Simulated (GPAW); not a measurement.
Runs of GPAW 26.7.0 on Ge. The structure is orthorhombic, space group Cmmm (No. 65). Conventional cell: a = 2.794 Å, b = 5.201 Å, c = 2.698 Å, α = 90.00°, β = 90.00°, γ = 90.00°. Ge (site symmetry mmm) is surrounded by 8 Ge at 2.70 to 2.95 Å. This isn't the form of Ge at room conditions, which is diamond.

| level | gap on the mesh (eV) | pressure (GPa) | relaxed volume (Å³/atom) |
| --- | --- | --- | --- |
| PBEsol | none | 0.0 | 18.36 |
| PBEsol+D3 | none | 0.0 | (a) |
| PBEsol+D3(BJ)+ATM | none | 0.0 | 17.75 |
| PBEsol+D4 | none | 0.0 | 17.92 |
| PBEsol+D3(BJ) | none | 0.0 | (b) |

Alike in all rows: task relaxation of cell and atoms; potentials or basis PAW data sets generated in the run's folder for this functional, pw; no spin polarisation; cell relaxed; k mesh 11 × 11 × 10; cutoff (eV) 600; smearing fermi-dirac 0.05 eV.

Problem. Fill in the values left out.

Solution. (a) 18.12; (b) 17.68.

Caveats: later steps reuse the first step's grids; pairwise dispersion overbinds metals, which lowers pressure and volume (some runs).

A k mesh can miss the band edges, and the runs leave out spin-orbit coupling on Ge.

A gap of «none» marks a metal or a gap under the smearing width.
